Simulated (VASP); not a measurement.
# Ni (Im-3m) in VASP: convergence with SIGMA

Aim: find how far SIGMA must go before the results for Ni settle, at PBEsol. This setting moves, with any that are tied to it; all else stays.

Everything below comes from runs of VASP 6.6.1. Logs are shortened: lines on timing, memory, paths and dates and some standing lists are left out, and cuts for length are marked.

**1. Starting point**

The structure is cubic, space group Im-3m (No. 229). Conventional cell: a = 2.767 Å, b = 2.767 Å, c = 2.767 Å, α = 90.00°, β = 90.00°, γ = 90.00°. Ni (site symmetry m-3m) is surrounded by 8 Ni at 2.40 Å.

This isn't the form of Ni at room conditions, which is fcc.

**2. With SIGMA 0.3 eV**

Input file INCAR:

```
SYSTEM = Ni
PREC = Accurate
ENCUT = 500
EDIFF = 1E-6
ISMEAR = -1
SIGMA = 0.3
LREAL = .FALSE.
LASPH = .TRUE.
NELM = 120
ALGO = Normal
ISIF = 2
LWAVE = .FALSE.
LCHARG = .FALSE.
ISPIN = 2
MAGMOM = 1
LORBIT = 11
LMAXMIX = 4
GGA = PS
NBANDS = 15
```

Input file KPOINTS:

```
Automatic mesh
0
G
  13 13 13
  0 0 0
```

Input file POSCAR:

```
Ni
1.0
   -1.3837154700      1.3837154700      1.3837154700
    1.3837154700     -1.3837154700      1.3837154700
    1.3837154700      1.3837154700     -1.3837154700
Ni
1
Direct
    0.0000000000      0.0000000000      0.0000000000
```

Potentials or basis: VASP PAW PBE potentials, release 64 (Ni).

On the command line:

```sh
cat potpaw_PBE.64/Ni/POTCAR > POTCAR
mpirun -np 1 vasp_std > vasp.out
```

OUTCAR:

```text
SYSTEM = Ni
   PREC = Accurate
   ENCUT = 500
   EDIFF = 1E-6
   ISMEAR = -1
   LREAL = .FALSE.
   LASPH = .TRUE.
   NELM = 120
   ISIF = 2
   ISPIN = 2
   LORBIT = 11
   GGA = PS

 Found     84 irreducible k-points:

 Following reciprocal coordinates:
            Coordinates               Weight
  0.000000  0.000000  0.000000      1.000000
  0.076923  0.000000  0.000000     12.000000
  0.153846  0.000000  0.000000     12.000000
  0.230769  0.000000  0.000000     12.000000
  0.307692  0.000000  0.000000     12.000000
  0.384615  0.000000  0.000000     12.000000
   k-points           NKPTS =     84   k-points in BZ     NKDIM =     84   number of bands    NBANDS=     15
   number of dos      NEDOS =    301   number of ions     NIONS =      1
   total plane-waves  NPLWV =   5832
   dimension x,y,z NGX =    18 NGY =   18 NGZ =   18
   dimension x,y,z NGXF=    36 NGYF=   36 NGZF=   36
   ions per type =               1
   NGX,Y,Z   is equivalent  to a cutoff of  12.49, 12.49, 12.49 a.u.
   NGXF,Y,Z  is equivalent  to a cutoff of  24.97, 24.97, 24.97 a.u.
 SYSTEM =  Ni
   PREC   = accura    normal or accurate (medium, high low for compatibility)
   ISTART =      0    job   : 0-new  1-cont  2-samecut
   ICHARG =      2    charge: 1-file 2-atom 10-const
   ISPIN  =      2    spin polarized calculation?
   LNONCOLLINEAR =      F non collinear calculations
   LSORBIT =      F    spin-orbit coupling
   LASPH  =      T    aspherical Exc in radial PAW
   ENCUT  =  500.0 eV  36.75 Ry    6.06 a.u.   4.37  4.37  4.37*2*pi/ulx,y,z
   NELM   =    120;   NELMIN=  2; NELMDL= -5     # of ELM steps
   EDIFF  = 0.1E-05   stopping-criterion for ELM
   LREAL  =      F    real-space projection
   EDIFFG = 0.1E-04   stopping-criterion for IOM
   NSW    =      0    number of steps for IOM
   IBRION =     -1    ionic relax: 0-MD 1-quasi-New 2-CG
   NFREE  =      0    steps in history (QN), initial steepest desc. (CG)
   ISIF   =      2    stress and relaxation
   ISYM   =      2    0-nonsym 1-usesym 2-fastsym
   POTIM  = 0.5000    time-step for ionic-motion
   TEBEG  =    0.0;   TEEND  =   0.0 temperature during run
   PSTRESS=    0.0 pullay stress
   NELECT =      10.0000    total number of electrons
   NUPDOWN=      -1.0000    fix difference up-down
   EMIN   =  10.00;   EMAX   =-10.00  energy-range for DOS
   EFERMI =   0.00;   METHOD = LEGACY
   ISMEAR =    -1;   SIGMA  =   0.30  broadening in eV -4-tet -1-fermi 0-gaus
   EFERMI_NEDOS =   21; number of points for ismear=-14 and -15
   IALGO  =     38    algorithm
   IMIX   =      4    mixing-type and parameters
     AMIX     =   0.40;   BMIX     =  1.00
     AMIX_MAG =   1.60;   BMIX_MAG =  1.00
  volume/ion in A,a.u.               =      10.60        71.51
  Fermi-wavevector in a.u.,A,eV,Ry     =   1.605738  3.034405 35.081190  2.578395
  Thomas-Fermi vector in A             =   2.702037
   LORBIT       =     11    0 simple, 1 ext, 2 COOP (PROOUT), +10 PAW based schemes
   GGA     = PS    functional components
   LHFCALC =     F    Hartree Fock is set to
   AEXX    =    0.0000 exact exchange contribution
   IVDW    =     0    specifies the selected vdW correction
   LEPSILON=     F    determine dielectric tensor
   LRPA    =     F    only Hartree local field effects (RPA)
 spin polarized calculation
  energy-cutoff  :      500.00
  volume of cell :       10.60
 maximum number of plane-waves:       276
 NGX is ok and might be reduce to    18
   NGX =  9   NGY =  9   NGZ =  9

 number of electron      10.0000004 magnetization       0.0049285

 number of electron      10.0000004 magnetization      -0.0001133

 Free energy of the ion-electron system (eV)
  ---------------------------------------------------
  ext. energy  EPLUGINS =         0.00000000
  ---------------------------------------------------
  free energy    TOTEN  =        -6.29559756 eV

  energy without entropy =       -5.81135237  energy(sigma->0) =       -6.05347497

 E-fermi :   9.5649     XC(G=0): -13.5925

 val. band max:        9.5632667266   @ k =  -0.4615   0.4615   0.3077
 cond. band min:       9.5715450534   @ k =   0.2308   0.1538  -0.0000
 fundamental gap:      0.0082783268
 Fermi energy:         9.5649373601

 spin component 1

 k-point     1 :       0.0000    0.0000    0.0000
  band No.  band energies     occupation
      1       0.3215      1.00000
      2       7.3889      0.99929
      3       7.3889      0.99929
      4       7.3889      0.99929
      5       8.7659      0.93484
      6       8.7659      0.93484
      7      36.1089      0.00000
      8      36.1089      0.00000
      9      36.1089      0.00000
     10      41.1813      0.00000
     11      41.1813      0.00000
     12      42.5058      0.00000
     13      42.5058      0.00000
     14      42.5058      0.00000
     15      43.1457      0.00000

 k-point     2 :       0.0769    0.0000    0.0000
  band No.  band energies     occupation
      1       0.5709      1.00000
      2       7.3292      0.99942
      3       7.3826      0.99931
      4       7.5059      0.99896
      5       8.7072      0.94580
      6       8.7706      0.93387
      7      34.2349      0.00000
      8      35.6301      0.00000
      9      35.8123      0.00000
     10      39.7474      0.00000
     11      39.8923      0.00000
     12      39.9992      0.00000
     13      42.3251      0.00000
     14      43.9309      0.00000
     15      44.9517      0.00000
[... 41 lines left out ...]
      3       7.3427      0.99939
      4       8.6008      0.96135
      5       8.8587      0.91325
      6       8.9085      0.89917
      7      22.5335      0.00000
      8      30.5618      0.00000
      9      32.3170      0.00000
     10      34.1187      0.00000
     11      37.4051      0.00000
     12      43.3319      0.00000
     13      45.5968      0.00000
     14      52.6116      0.00000
     15      55.7377      0.00000

 k-point     6 :       0.3846    0.0000    0.0000
  band No.  band energies     occupation
      1       4.5457      1.00000
      2       6.5218      0.99996
      3       8.0920      0.99268
      4       8.7072      0.94578
      5       8.9015      0.90127
      6       9.4214      0.61736
      7      19.0856      0.00000
      8      29.4054      0.00000
      9      30.7818      0.00000
     10      33.8117      0.00000
     11      37.3109      0.00000
     12      45.8019      0.00000
     13      45.9433      0.00000
     14      55.4955      0.00000
     15      56.1458      0.00000

 [... further k-points ...]

 spin component 2

 k-point     1 :       0.0000    0.0000    0.0000
  band No.  band energies     occupation
      1       0.3214      1.00000
      2       7.3888      0.99929
      3       7.3888      0.99929
      4       7.3888      0.99929
      5       8.7657      0.93487
      6       8.7657      0.93487
      7      36.1089      0.00000
      8      36.1089      0.00000
      9      36.1089      0.00000
     10      41.1813      0.00000
     11      41.1813      0.00000
     12      42.5057      0.00000
     13      42.5057      0.00000
     14      42.5057      0.00000
     15      43.1456      0.00000

 k-point     2 :       0.0769    0.0000    0.0000
  band No.  band energies     occupation
      1       0.5709      1.00000
      2       7.3291      0.99942
      3       7.3825      0.99931
      4       7.5057      0.99896
      5       8.7070      0.94582
      6       8.7705      0.93390
      7      34.2349      0.00000
      8      35.6301      0.00000
      9      35.8122      0.00000
     10      39.7473      0.00000
     11      39.8923      0.00000
     12      39.9992      0.00000
     13      42.3251      0.00000
     14      43.9308      0.00000
     15      44.9517      0.00000
[... 41 lines left out ...]
      3       7.3426      0.99939
      4       8.6007      0.96136
      5       8.8586      0.91329
      6       8.9084      0.89922
      7      22.5335      0.00000
      8      30.5618      0.00000
      9      32.3169      0.00000
     10      34.1186      0.00000
     11      37.4050      0.00000
     12      43.3318      0.00000
     13      45.5968      0.00000
     14      52.6116      0.00000
     15      55.7375      0.00000

 k-point     6 :       0.3846    0.0000    0.0000
  band No.  band energies     occupation
      1       4.5457      1.00000
      2       6.5217      0.99996
      3       8.0920      0.99268
      4       8.7071      0.94581
      5       8.9014      0.90131
      6       9.4213      0.61747
      7      19.0855      0.00000
      8      29.4054      0.00000
      9      30.7818      0.00000
     10      33.8117      0.00000
     11      37.3108      0.00000
     12      45.8018      0.00000
     13      45.9432      0.00000
     14      55.4952      0.00000
     15      56.1457      0.00000

 [... further k-points ...]

------------------------ aborting loop because EDIFF is reached ----------------------------------------

  FORCE on cell =-STRESS in cart. coord.  units (eV):
  Direction    XX          YY          ZZ          XY          YZ          ZX
  --------------------------------------------------------------------------------------
  -------------------------------------------------------------------------------------
  Total       -0.0037054     -0.0037054     -0.0037054     -0.0000000     -0.0000000      0.0000000
  in kB       -0.5602036     -0.5602036     -0.5602036     -0.0000000     -0.0000000      0.0000000
  external PRESSURE =      -0.5602036 kB  Pullay stress =       0.0000000 kB

 VOLUME and BASIS-vectors are now :
 -----------------------------------------------------------------------------
  energy-cutoff  :      500.00
  volume of cell :       10.60
      direct lattice vectors                 reciprocal lattice vectors
    -1.383715470  1.383715470  1.383715470     0.000000000  0.361345964  0.361345964
     1.383715470 -1.383715470  1.383715470     0.361345964  0.000000000  0.361345964
     1.383715470  1.383715470 -1.383715470     0.361345964  0.361345964  0.000000000

 POSITION                                       TOTAL-FORCE (eV/Angst)
 -----------------------------------------------------------------------------------
      0.00000      0.00000      0.00000        -0.000000      0.000000     -0.000000
 -----------------------------------------------------------------------------------
    total drift:                                0.000000      0.000000      0.000000

  FREE ENERGIE OF THE ION-ELECTRON SYSTEM (eV)
  ---------------------------------------------------
  free  energy   TOTEN  =        -6.2955975586 eV

  energy  without entropy=       -5.8113523714  energy(sigma->0) =       -6.05347497

 total charge

# of ion       s       p       d       tot
------------------------------------------
    1        0.509   0.524   8.331   9.364

 magnetization (x)

# of ion       s       p       d       tot
------------------------------------------
    1        0.000   0.000  -0.000  -0.000
```

Wall time 14 s (1 thread of Intel Xeon 6975P-C (Granite Rapids), shared host); peak memory 0.13 GiB.

What came out:

- Free energy: -6.2956 eV
- Pressure: -0.1 GPa
- Band gap on the k mesh: none (metal or under the smearing width)
- Net moment: 0.00 μB per cell
- Valence electrons inside the program's atomic spheres: Ni 9.36

**3. With SIGMA 0.2 eV**

INCAR: that of step 2 with these lines changed.

```diff
@@ -5,3 +5,3 @@
 ISMEAR = -1
-SIGMA = 0.3
+SIGMA = 0.2
 LREAL = .FALSE.
```

KPOINTS is that of step 2.

POSCAR is that of step 2.

Potentials or basis: VASP PAW PBE potentials, release 64 (Ni).

On the command line:

```sh
cat potpaw_PBE.64/Ni/POTCAR > POTCAR
mpirun -np 1 vasp_std > vasp.out
```

It took 14 s on 1 thread of Intel Xeon 6975P-C (Granite Rapids), shared host; peak memory 0.13 GiB.

Results:

- Free energy: -6.1520 eV
- Pressure: -1.8 GPa
- Band gap on the k mesh: none (metal or under the smearing width)
- Net moment: 0.24 μB per cell
- Site moments: Ni +0.24 μB
- Valence electrons inside the program's atomic spheres: Ni 9.37

**4. With SIGMA 0.15 eV**

INCAR: that of step 3 with these lines changed.

```diff
@@ -5,3 +5,3 @@
 ISMEAR = -1
-SIGMA = 0.2
+SIGMA = 0.15
 LREAL = .FALSE.
```

KPOINTS is that of step 3.

POSCAR is that of step 3.

On the command line:

```sh
cat potpaw_PBE.64/Ni/POTCAR > POTCAR
mpirun -np 1 vasp_std > vasp.out
```

Wall time 11 s (1 thread of Intel Xeon 6975P-C (Granite Rapids), shared host); peak memory 0.13 GiB.

What came out:

```yaml
Free_energy: -6.0988 eV
Pressure: -2.0 GPa
Band_gap_on_the_k_mesh: none (metal or under the smearing width)
Net_moment: 0.45 μB per cell
Site_moments: Ni +0.45 μB
Valence_electrons_inside_the_program's_atomic_spheres: Ni 9.37
```

**5. With SIGMA 0.1 eV**

INCAR: that of step 4 with these lines changed.

```diff
@@ -5,3 +5,3 @@
 ISMEAR = -1
-SIGMA = 0.15
+SIGMA = 0.1
 LREAL = .FALSE.
```

KPOINTS is that of step 4.

POSCAR is that of step 4.

On the command line:

```sh
cat potpaw_PBE.64/Ni/POTCAR > POTCAR
mpirun -np 1 vasp_std > vasp.out
```

It took 11 s on 1 thread of Intel Xeon 6975P-C (Granite Rapids), shared host; peak memory 0.14 GiB.

What came out:

* Free energy: -6.0610 eV
* Pressure: -2.3 GPa
* Band gap on the k mesh: none (metal or under the smearing width)
* Net moment: 0.54 μB per cell
* Site moments: Ni +0.54 μB
* Valence electrons inside the program's atomic spheres: Ni 9.37

**6. With SIGMA 0.05 eV**

INCAR: that of step 5 with these lines changed.

```diff
@@ -5,3 +5,3 @@
 ISMEAR = -1
-SIGMA = 0.1
+SIGMA = 0.05
 LREAL = .FALSE.
```

KPOINTS is that of step 5.

POSCAR is that of step 5.

Potentials or basis: VASP PAW PBE potentials, release 64 (Ni).

On the command line:

```sh
cat potpaw_PBE.64/Ni/POTCAR > POTCAR
mpirun -np 1 vasp_std > vasp.out
```

Run time: 11 s. Hardware: 1 thread of Intel Xeon 6975P-C (Granite Rapids), shared host; peak memory 0.13 GiB.

Results:

```yaml
Free_energy: -6.0384 eV
Pressure: -2.5 GPa
Band_gap_on_the_k_mesh: none (metal or under the smearing width)
Net_moment: 0.58 μB per cell
Site_moments: Ni +0.58 μB
Valence_electrons_inside_the_program's_atomic_spheres: Ni 9.37
```

**7. With SIGMA 0.02 eV**

INCAR: that of step 6 with these lines changed.

```diff
@@ -5,3 +5,3 @@
 ISMEAR = -1
-SIGMA = 0.05
+SIGMA = 0.02
 LREAL = .FALSE.
```

KPOINTS is that of step 6.

POSCAR is that of step 6.

On the command line:

```sh
cat potpaw_PBE.64/Ni/POTCAR > POTCAR
mpirun -np 1 vasp_std > vasp.out
```

It took 11 s on 1 thread of Intel Xeon 6975P-C (Granite Rapids), shared host; peak memory 0.13 GiB.

What came out:

* Free energy: -6.0320 eV
* Pressure: -2.5 GPa
* Band gap on the k mesh: none (metal or under the smearing width)
* Net moment: 0.59 μB per cell
* Site moments: Ni +0.59 μB
* Valence electrons inside the program's atomic spheres: Ni 9.37

**8. With SIGMA 0.01 eV**

INCAR: that of step 7 with these lines changed.

```diff
@@ -5,3 +5,3 @@
 ISMEAR = -1
-SIGMA = 0.02
+SIGMA = 0.01
 LREAL = .FALSE.
```

KPOINTS is that of step 7.

POSCAR is that of step 7.

On the command line:

```sh
cat potpaw_PBE.64/Ni/POTCAR > POTCAR
mpirun -np 1 vasp_std > vasp.out
```

Wall time 11 s (1 thread of Intel Xeon 6975P-C (Granite Rapids), shared host); peak memory 0.13 GiB.

It converged, with:

```yaml
Free_energy: -6.0312 eV
Pressure: -2.5 GPa
Band_gap_on_the_k_mesh: none (metal or under the smearing width)
Net_moment: 0.59 μB per cell
Site_moments: Ni +0.60 μB
Valence_electrons_inside_the_program's_atomic_spheres: Ni 9.37
```

**9. Summary**

| SIGMA | energy less the tightest run, at zero smearing (meV/atom) | pressure (GPa) | largest site moment (μB) | SCF cycles | CPU time (s) | peak memory (GiB) |
| --- | --- | --- | --- | --- | --- | --- |
| 0.3 eV | -22.54 | -0.06 | 0.00 | 16 | 13 | 0.13 |
| 0.2 eV | 0.51 | -1.75 | 0.24 | 16 | 14 | 0.13 |
| 0.15 eV | 0.47 | -2.03 | 0.45 | 13 | 11 | 0.13 |
| 0.1 eV | 0.01 | -2.29 | 0.54 | 13 | 10 | 0.14 |
| 0.05 eV | 0.19 | -2.50 | 0.58 | 13 | 11 | 0.13 |
| 0.02 eV | 0.07 | -2.51 | 0.59 | 13 | 11 | 0.13 |
| 0.01 eV | 0.00 | -2.46 | 0.60 | 13 | 11 | 0.13 |

Against the tightest run, the energy stays within 1 meV/atom from 0.2 eV on; the pressure stays within 0.1 GPa from 0.05 eV on; the largest site moment stays within 0.02 μB from 0.05 eV on. Narrower smearing needs a denser k mesh, so at a fixed mesh the narrowest width isn't the most accurate. The tightest run that finished is the yardstick and may itself not be fully converged.

Caveats: the PAW data sets were made with another functional, which shifts forces and pressure a little.
